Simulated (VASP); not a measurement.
Here is a VASP 6.6.1 calculation.

Contents of INCAR:

```
SYSTEM = BaTe
PREC = Accurate
ENCUT = 520
EDIFF = 1E-7
ISMEAR = 0
SIGMA = 0.02
LREAL = .False.
LASPH = .True.
NELM = 100
ALGO = Normal
ISIF = 2
LWAVE = .False.
LCHARG = .True.
GGA = PS
LELF = .True.
LVHAR = .True.
NBANDS = 15
```

Contents of KPOINTS:

```
Automatic mesh
0
Gamma
  8 8 8
  0 0 0
```

File POSCAR:

```
BaTe
1.0
    0.0000000000      3.3225186066      3.3225186066
    3.3225186066      0.0000000000      3.3225186066
    3.3225186066      3.3225186066      0.0000000000
Ba Te
1 1
Direct
    0.0000000000      0.0000000000      0.0000000000
    0.5000000000      0.5000000000      0.5000000000
```

Potentials or basis: VASP PAW PBE potentials, release 64 (Ba_sv, Te).

Run with:

```sh
$ cat potpaw_PBE.64/Ba_sv/POTCAR potpaw_PBE.64/Te/POTCAR > POTCAR
$ mpirun -np 1 vasp_std > vasp.out
```

Question: Predict the pressure.

Answer: 6.2 GPa.

Question: What does it give for the band gap on the k mesh?

Answer: 1.01 eV, indirect (least direct gap 1.37 eV).

Caveat: the PAW data sets were made with another functional, which shifts forces and pressure a little; spin-orbit coupling is left out, which moves the levels of the heavy elements. A k mesh can miss the band edges.
